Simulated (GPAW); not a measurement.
Be2C:

```
C Be
1.0
     0.00000    2.16500    2.16500
     2.16500    0.00000    2.16500
     2.16500    2.16500    0.00000
C Be
1 2
Cartesian
  0.0000 0.0000 0.0000
  3.2475 3.2475 3.2475
  1.0825 1.0825 1.0825
```

| Property | Result |
| --- | --- |
| Program | GPAW 26.7.0 |
| Task | single point |
| Functional | PBE |
| Potentials or basis | GPAW PAW data sets (gpaw-data 1.2.1) |
| Cutoff | 800 eV |
| Basis | pw |
| k mesh | 11 × 11 × 11 |
| Occupations | fermi-dirac, width 0.05 eV |
| Spin | no spin polarisation |

On this cell: pressure 2.5 GPa; largest force zero by symmetry; band gap on the k mesh 1.26 eV, indirect (least direct gap 4.11 eV).

The same run follows on a disturbed copy (atoms moved at random, drawn with an rms of 0.05 Å):

```
C Be
1.0
     0.00000    2.16500    2.16500
     2.16500    0.00000    2.16500
     2.16500    2.16500    0.00000
C Be
1 2
Cartesian
  0.0317 0.0227 -0.0031
  3.2876 3.2612 3.2641
  1.0909 1.0972 1.0921
```

Problem. What changes?

Solution. The energy moves by +2.1 meV/atom; pressure 2.6 GPa; largest force 0.301 eV/Å; band gap on the k mesh 1.16 eV, indirect (least direct gap 4.01 eV).

Forces on the atoms (eV/Å):
```
C   -0.084 -0.083  0.172
Be  -0.214  0.051 -0.146
Be   0.298  0.032 -0.027
```

Stress tensor (GPa, compression positive):
```
 2.74 -0.06 -0.03
-0.06  2.54 -0.43
-0.03 -0.43  2.55
```

Caveats: an odd mesh through Γ misses points on the zone boundary, where band edges often lie.
